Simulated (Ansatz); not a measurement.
WC (Qusongite):

```xyz
2
Lattice="2.9065 0.0000 0.0000 -1.4532 2.5171 0.0000 0.0000 0.0000 2.8366" Properties=species:S:1:pos:R:3 pbc="T T T"
W     0.0000    0.0000    0.0000
C     1.4533    0.8390    1.4183
```

```yaml
Program: Ansatz 0.2.0
Task: single point
Functional: PBE
Potentials_or_basis: all-electron LAPW, scalar-relativistic
Cutoff: 335 eV (chosen from the basis error)
Basis_error_allowed: 0.001 eV/atom
k_mesh: 10 × 10 × 9
Occupations: fermi-dirac, width 0.05 eV
Spin: no spin polarisation
```

On this cell: pressure 5.7 GPa; largest force under 0.003 eV/Å; band gap on the k mesh none (metal or under the smearing width).

The same run follows on a disturbed copy (atoms moved at random, drawn with an rms of 0.05 Å):

```
W C
1.0
     2.90650    0.00000    0.00000
    -1.45325    2.51710    0.00000
     0.00000    0.00000    2.83660
W C
1 1
Direct
  0.00594 0.00668 0.01947
  0.68209 0.32485 0.51994
```

Problem. What changes?

Solution. The energy (extrapolated to zero smearing) moves by +16.1 meV/atom; pressure 6.3 GPa; largest force 1.034 eV/Å; band gap on the k mesh none (metal or under the smearing width).

Forces on the atoms (eV/Å):
```
W    0.828 -0.619  0.019
C   -0.828  0.619 -0.019
```

Stress tensor (GPa, compression positive):
```
 7.98 -2.13  0.03
-2.13  4.74 -0.02
 0.03 -0.02  6.32
```
